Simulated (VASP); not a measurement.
KCl (rocksalt): a PBEsol single-point calculation in VASP

INCAR

```
ENCUT = 520
LCHARG = .FALSE.
NSW = 0
GGA = PS
LWAVE = .FALSE.
IBRION = -1
LASPH = .TRUE.
SIGMA = 0.01
EDIFF = 1E-7
LREAL = .FALSE.
NELM = 120
ISIF = 2
PREC = Accurate
ISMEAR = 0
NBANDS = 15
```

KPOINTS

```
KPOINTS created by Atomic Simulation Environment
0
Gamma
8 8 8
0 0 0
```

KPOINTS_OPT

```
special points
6
Reciprocal
0.0000000000 0.0000000000 0.0000000000 1
0.5000000000 0.0000000000 0.5000000000 1
0.5000000000 0.2500000000 0.7500000000 1
0.3750000000 0.3750000000 0.7500000000 1
0.5000000000 0.5000000000 0.5000000000 1
0.6250000000 0.2500000000 0.6250000000 1
```

POSCAR

```
K  Cl
 1.0000000000000000
     0.0000000000000000    3.1448483195468158    3.1448483195468158
     3.1448483195468158    0.0000000000000000    3.1448483195468158
     3.1448483195468158    3.1448483195468158    0.0000000000000000
 K   Cl
   1   1
Cartesian
 -0.0000000000000000 -0.0000000000000000 -0.0000000000000000
  3.1448483195468158  3.1448483195468158  3.1448483195468158
```

VASP ran with the recommended PBE PAW datasets (16 valence electrons in the cell).

Command

```
mpirun -np 1 vasp_std
```

From OUTCAR

```
k-points           NKPTS =     29   k-points in BZ     NKDIM =     29   number of bands    NBANDS=     15

   NELECT =      16.0000    total number of electrons

   dimension x,y,z NGX =    36 NGY =   36 NGZ =   36
   dimension x,y,z NGXF=    72 NGYF=   72 NGZF=   72

  energy-cutoff  :      520.00
  volume of cell :       62.21
      direct lattice vectors                 reciprocal lattice vectors
     0.000000000  3.144848320  3.144848320    -0.158990180  0.158990180  0.158990180
     3.144848320  0.000000000  3.144848320     0.158990180 -0.158990180  0.158990180
     3.144848320  3.144848320  0.000000000     0.158990180  0.158990180 -0.158990180

 k-points in reciprocal lattice and weights: KPOINTS created by Atomic Simulation Env
   0.00000000  0.00000000  0.00000000       0.002
   0.12500000  0.00000000  0.00000000       0.016
   0.25000000  0.00000000  0.00000000       0.016
   0.37500000  0.00000000  0.00000000       0.016
   0.50000000  0.00000000  0.00000000       0.008
   0.12500000  0.12500000  0.00000000       0.012
   0.25000000  0.12500000  0.00000000       0.047
   0.37500000  0.12500000  0.00000000       0.047
   ...

 E-fermi :  -1.8408

 k-point     1 :       0.0000    0.0000    0.0000
  band No.  band energies     occupation
      1     -28.9404      2.00000
      2     -13.9926      2.00000
      3     -12.4668      2.00000
      4     -12.4668      2.00000
      5     -12.4668      2.00000
      6      -1.8997      2.00000
      7      -1.8997      2.00000
      8      -1.8997      2.00000
      9       3.1278      0.00000
     10       6.3958      0.00000
     11       6.3958      0.00000
     12       6.3958      0.00000
     13       7.2823      0.00000
     14       7.2823      0.00000
     15      10.8542      0.00000

 k-point     2 :       0.1250    0.0000    0.0000
  band No.  band energies     occupation
      1     -28.9387      2.00000
      2     -14.0226      2.00000
      3     -12.4682      2.00000
      4     -12.4682      2.00000
      5     -12.4289      2.00000
      6      -2.0977      2.00000
      7      -1.9519      2.00000
      8      -1.9519      2.00000
      9       3.5082      0.00000
     10       6.2662      0.00000
     11       6.5937      0.00000
     12       6.5937      0.00000
     13       7.4973      0.00000
     14       7.4973      0.00000
     15      11.4577      0.00000

 k-point     3 :       0.2500    0.0000    0.0000
  band No.  band energies     occupation
      1     -28.9348      2.00000
      2     -14.0899      2.00000
      3     -12.4717      2.00000
      4     -12.4717      2.00000
      5     -12.3420      2.00000
      6      -2.5081      2.00000
      7      -2.0732      2.00000
      8      -2.0732      2.00000
      9       4.3977      0.00000
     10       6.1563      0.00000
     11       7.1562      0.00000
     12       7.1562      0.00000
     13       8.0894      0.00000
     14       8.0894      0.00000
     15      11.6707      0.00000

 k-point     4 :       0.3750    0.0000    0.0000
  band No.  band energies     occupation
      1     -28.9308      2.00000
      2     -14.1513      2.00000
      3     -12.4751      2.00000
      4     -12.4751      2.00000
      5     -12.2606      2.00000
      6      -2.8563      2.00000
      7      -2.1884      2.00000
      8      -2.1884      2.00000
      9       5.2337      0.00000
     10       6.3614      0.00000
     11       7.9822      0.00000
     12       7.9822      0.00000
     13       8.8715      0.00000
     14       8.8715      0.00000
     15      10.6024      0.00000

 k-point     5 :       0.5000    0.0000    0.0000
  band No.  band energies     occupation
      1     -28.9292      2.00000
      2     -14.1753      2.00000
      3     -12.4765      2.00000
      4     -12.4765      2.00000
      5     -12.2281      2.00000
      6      -2.9878      2.00000
      7      -2.2346      2.00000
      8      -2.2346      2.00000
      9       5.5308      0.00000
     10       6.5935      0.00000
     11       8.5849      0.00000
     12       8.5849      0.00000
     13       9.4087      0.00000
     14       9.4087      0.00000
     15      10.1462      0.00000

 k-point     6 :       0.1250    0.1250    0.0000
  band No.  band energies     occupation
      1     -28.9382      2.00000
      2     -14.0246      2.00000
      3     -12.4752      2.00000
      4     -12.4752      2.00000
      5     -12.4154      2.00000
      6      -2.1782      2.00000
      7      -1.9431      2.00000
      8      -1.9431      2.00000
      9       3.6043      0.00000
     10       5.9663      0.00000
     11       6.8019      0.00000
     12       6.8019      0.00000
     13       7.4061      0.00000
     14       7.7102      0.00000
     15      11.6371      0.00000

 k-point     7 :       0.2500    0.1250    0.0000
  band No.  band energies     occupation
      1     -28.9350      2.00000
      2     -14.0619      2.00000
      3     -12.4827      2.00000
      4     -12.4789      2.00000
      5     -12.3676      2.00000
      6      -2.4543      2.00000
      7      -2.0473      2.00000
      8      -2.0212      2.00000
      9       4.2806      0.00000
     10       5.7423      0.00000
     11       7.2637      0.00000
     12       7.3592      0.00000
     13       7.7304      0.00000
     14       8.2355      0.00000
     15      11.8049      0.00000

 k-point     8 :       0.3750    0.1250    0.0000
  band No.  band energies     occupation
      1     -28.9311      2.00000
      2     -14.1093      2.00000
      3     -12.4861      2.00000
      4     -12.4838      2.00000
      5     -12.3101      2.00000
      6      -2.7339      2.00000
      7      -2.1919      2.00000
      8      -2.1355      2.00000
      9       5.1461      0.00000
     10       5.9212      0.00000
     11       7.8510      0.00000
     12       8.1647      0.00000
     13       8.3693      0.00000
     14       8.7691      0.00000
     15      10.4981      0.00000

 k-point     9 :       0.5000    0.1250    0.0000
  band No.  band energies     occupation
      1     -28.9287      2.00000
      2     -14.1395      2.00000
      3     -12.4929      2.00000
      4     -12.4837      2.00000
      5     -12.2701      2.00000
      6      -2.8940      2.00000
      7      -2.2667      2.00000
      8      -2.2192      2.00000
      9       5.6009      0.00000
     10       6.4349      0.00000
     11       8.3224      0.00000
     12       8.6901      0.00000
     13       8.8690      0.00000
     14       9.2779      0.00000
     15      10.0038      0.00000

 k-point    10 :      -0.3750    0.1250    0.0000
  band No.  band energies     occupation
      1     -28.9293      2.00000
      2     -14.1375      2.00000
      3     -12.4997      2.00000
      4     -12.4767      2.00000
      5     -12.2694      2.00000
      6      -2.8682      2.00000
      7      -2.2333      2.00000
      8      -2.2276      2.00000
      9       5.5393      0.00000
     10       6.3886      0.00000
     11       8.1275      0.00000
     12       8.3414      0.00000
     13       8.6433      0.00000
     14       9.5706      0.00000
     15      10.0736      0.00000

 k-point    11 :      -0.2500    0.1250    0.0000
  band No.  band energies     occupation
      1     -28.9324      2.00000
      2     -14.1044      2.00000
      3     -12.4975      2.00000
      4     -12.4693      2.00000
      5     -12.3115      2.00000
      6      -2.6591      2.00000
      7      -2.1562      2.00000
      8      -2.1166      2.00000
      9       4.9025      0.00000
     10       6.0359      0.00000
     11       7.3268      0.00000
     12       7.9176      0.00000
     13       8.0989      0.00000
     14       8.7593      0.00000
     15      10.7784      0.00000

 k-point    12 :      -0.1250    0.1250    0.0000
  band No.  band energies     occupation
      1     -28.9363      2.00000
      2     -14.0569      2.00000
      3     -12.4844      2.00000
      4     -12.4658      2.00000
      5     -12.3775      2.00000
      6      -2.3456      2.00000
      7      -2.0422      2.00000
      8      -1.9938      2.00000
      9       4.0345      0.00000
     10       6.0475      0.00000
     11       6.7775      0.00000
     12       7.1654      0.00000
     13       7.6715      0.00000
     14       7.9842      0.00000
     15      12.1508      0.00000

 k-point    13 :       0.2500    0.2500    0.0000
  band No.  band energies     occupation
      1     -28.9331      2.00000
      2     -14.0377      2.00000
      3     -12.4958      2.00000
      4     -12.4958      2.00000
      5     -12.3920      2.00000
      6      -2.5519      2.00000
      7      -2.0328      2.00000
      8      -2.0328      2.00000
      9       4.6019      0.00000
     10       5.2288      0.00000
     11       7.7330      0.00000
     12       7.9019      0.00000
     13       7.9019      0.00000
     14       8.5380      0.00000
     15      11.0808      0.00000

 ...

  Total       -0.1344415     -0.1344415     -0.1344415      0.0000000      0.0000000      0.0000000
  in kB       -3.4627004     -3.4627004     -3.4627004      0.0000000      0.0000000      0.0000000
  external PRESSURE =      -3.4627004 kB  Pullay stress =       0.0000000 kB

 POSITION                                       TOTAL-FORCE (eV/Angst)
 -----------------------------------------------------------------------------------
      0.00000      0.00000      0.00000        -0.000000     -0.000000     -0.000000
      3.14485      3.14485      3.14485         0.000000      0.000000      0.000000
 -----------------------------------------------------------------------------------
    total drift:                                0.000000      0.000000      0.000000

  FREE ENERGIE OF THE ION-ELECTRON SYSTEM (eV)
  ---------------------------------------------------
  free  energy   TOTEN  =        -7.0222300434 eV

  energy  without entropy=       -7.0222300434  energy(sigma->0) =       -7.02223004
```

```json
{"gap between bands v and c": "5.03 eV", "least direct gap": "5.03 eV", "pressure": "-0.3 GPa"}
```

Band v is the last that the valence electrons fill when counted band by band, and c is the next.

The run took about 38 s on one core of a shared host (Intel Xeon Platinum 8488C) and held 0.2 GiB at most.
